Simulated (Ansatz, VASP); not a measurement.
## Two plane-wave programs on SiNi3

The input INCAR:

```
SYSTEM = SiNi3
PREC = Accurate
ENCUT = 520
EDIFF = 1E-7
ISMEAR = 0
SIGMA = 0.1
LREAL = .False.
LASPH = .True.
NELM = 100
ALGO = Fast
ISIF = 2
LWAVE = .False.
LCHARG = .False.
GGA = PE
NBANDS = 25
```

Contents of KPOINTS:

```
regular mesh
0
Gamma
  14 14 14
  0 0 0
```

POSCAR

```
SiNi3
1.0
    3.6114474376      0.0000000000      0.0000000000
    0.0000000000      3.6114474376      0.0000000000
    0.0000000000      0.0000000000      3.6114474376
Si Ni
1 3
Direct
    0.0000000000      0.0000000000      0.0000000000
    0.0000000000      0.5000000000      0.5000000000
    0.5000000000      0.0000000000      0.5000000000
    0.5000000000      0.5000000000      0.0000000000
```

Input for Ansatz:

```yaml
crystal:
  lattice:
    - [3.6114474376, 0.0, 0.0]
    - [0.0, 3.6114474376, 0.0]
    - [0.0, 0.0, 3.6114474376]
  atoms:
    - { symbol: Si, position: [0.0, 0.0, 0.0] }
    - { symbol: Ni, position: [0.0, 0.5, 0.5] }
    - { symbol: Ni, position: [0.5, 0.0, 0.5] }
    - { symbol: Ni, position: [0.5, 0.5, 0.0] }
basis:
  ecutwfc: 420
kpoints:
  mp_grid: { grid: [14, 14, 14] }
hamiltonian:
  xc: pbe
scf:
  occupations: { method: gaussian, width: 0.1 }
output:
  forces: true
  stress: true
  eigenvalues: true
```

Change from the starting cell: equal strain along all axes, cell held, atoms relaxed: +3.0 %.

Alike in both runs: task single point; functional PBE; k mesh 14 × 14 × 14; occupations gaussian, width 0.1 eV; no spin polarisation.

|  | VASP | Ansatz |
| --- | --- | --- |
| version | VASP 6.6.1 | Ansatz 0.2.0 |
| potentials or method | VASP PAW PBE potentials, release 64 (Si, Ni) | scalar-relativistic, plane waves, PAW |
| plane-wave cutoff (eV) | 520 | 420 |
| valence electrons in the cell | 34 | 58 |

Ansatz gave:

| Quantity | Value |
| --- | --- |
| gap on the k mesh at the Fermi level (eV) | none |
| pressure (GPa) | -15.3 |

Q: What did VASP give for the same quantities?

A: gap on the k mesh at the Fermi level (eV): none; pressure (GPa): -15.1.

A gap of «none» marks a metal or a gap that the smearing closes. With one functional, cell and mesh, what is left measures potentials, basis and numerics. The two sets of potentials don't hold the same shells in valence.

Caveats: so large a pressure means that the cell lies far from this level's equilibrium, or that cutoff or potentials fall short (VASP). Spin polarisation is off, so any magnetic state and its effect on volume and gap are missing.
